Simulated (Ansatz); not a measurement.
# Si: the cost of one run

Program: Ansatz 0.2.0. Level of theory: DFT PBE, scalar-relativistic, plane waves, PAW. These are calculated values, not measurements.

## 1. Starting point

It takes space group P4_3 (No. 78, tetragonal). The conventional cell has a = 3.698 Å, b = 3.698 Å, c = 8.101 Å, α = 90.00°, β = 90.00°, γ = 90.00°. Si (site symmetry 1) is surrounded by 5 Si at 2.29 to 2.44 Å. Si (site symmetry 1) is surrounded by 5 Si at 2.11 to 2.30 Å.

Structure file:

```cif
data_structure
_symmetry_space_group_name_H-M 'P 1'
_symmetry_Int_Tables_number 1
_cell_length_a 3.6984
_cell_length_b 3.6984
_cell_length_c 8.1010
_cell_angle_alpha 90.000
_cell_angle_beta 90.000
_cell_angle_gamma 90.000
_cell_volume 110.80
loop_
_atom_site_label
_atom_site_type_symbol
_atom_site_fract_x
_atom_site_fract_y
_atom_site_fract_z
_atom_site_occupancy
Si1 Si 0.08352 0.75503 0.19144 1
Si2 Si 0.91648 0.24497 0.69144 1
Si3 Si 0.24497 0.08352 0.94144 1
Si4 Si 0.75503 0.91648 0.44144 1
Si5 Si 0.57926 0.58301 0.87423 1
Si6 Si 0.42074 0.41699 0.37423 1
Si7 Si 0.41699 0.57926 0.62423 1
Si8 Si 0.58301 0.42074 0.12423 1
```

A structure generator made this guess: 5-connected net of one element (P4_3, No. 78). Lengths come from tabulated atomic sizes and are only a guess.

## 2. A first look at the guess

Contents of input.yaml:

```yaml
crystal:
  lattice:
    - [3.69835021, 0.0, 0.0]
    - [0.0, 3.69835021, 0.0]
    - [0.0, 0.0, 8.10097138]
  atoms:
    - { symbol: Si, position: [0.08352246, 0.75502767, 0.19144233] }
    - { symbol: Si, position: [0.91647754, 0.24497233, 0.69144233] }
    - { symbol: Si, position: [0.24497233, 0.08352246, 0.94144233] }
    - { symbol: Si, position: [0.75502767, 0.91647754, 0.44144233] }
    - { symbol: Si, position: [0.57925971, 0.58300539, 0.87423151] }
    - { symbol: Si, position: [0.42074029, 0.41699461, 0.37423151] }
    - { symbol: Si, position: [0.41699461, 0.57925971, 0.62423151] }
    - { symbol: Si, position: [0.58300539, 0.42074029, 0.12423151] }
basis:
  ecutwfc: 420
kpoints:
  mp_grid: { grid: [6, 6, 2] }
hamiltonian:
  xc: pbe
scf:
  occupations: { method: gaussian, width: 0.1 }
  lower_state_search: "off"
output:
  forces: true
  stress: true
  eigenvalues: true
```

The run is started by

```sh
$ ansatz run input.yaml --threads 1 --pin off --max-ram 2560MiB --backend cpu --events-out ev --progress --plain --runs-dir out
```

What time and memory should one allow on 1 thread of Arm Neoverse V1, shared host?

About 5.8 s, with a peak of 0.3 GiB.
